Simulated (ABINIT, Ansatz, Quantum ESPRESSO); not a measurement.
Ga: programs and potentials compared

```
Ga
1.0
     2.76600    0.00000    0.00000
     0.11745    3.32993    0.00000
     0.00000    0.00000   24.96961
Ga
6
Direct
  0.50000 0.25000 0.30037
  0.00000 0.75000 0.37712
  0.00000 0.25000 0.46162
  0.50000 0.75000 0.53838
  0.50000 0.25000 0.62288
  0.00000 0.75000 0.69963
```

Alike in all runs: functional PBE; k mesh 10 × 8 × 1; occupations fermi-dirac, width 0.05 eV; no spin polarisation; no spin-orbit coupling.

| program and potentials | plane-wave cutoff (eV) | notes | band gap (eV) | largest force (eV/Å) |
| --- | --- | --- | --- | --- |
| Ansatz, Ansatz PAW | 420 | - | no gap | 0.239 |
| Quantum ESPRESSO, PseudoDojo 0.4.1 SR PBE standard | 1088 | - | no gap | 0.244 |
| ABINIT, JTH PAW PBE v2.0 | 463 | - | no gap | 0.242 |

Force on atom 6 (Ga), eV/Å:

| program and potentials | x | y | z |
| --- | --- | --- | --- |
| Ansatz, Ansatz PAW | 0.000 | 0.000 | 0.239 |
| Quantum ESPRESSO, PseudoDojo 0.4.1 SR PBE standard | 0.000 | 0.000 | 0.244 |
| ABINIT, JTH PAW PBE v2.0 | 0.000 | 0.000 | 0.242 |

None finds a gap.

Differences between rows come from potentials, basis sets and numerical settings, since the functional is the same but for its coding. Runs on potential files found faulty are left out.
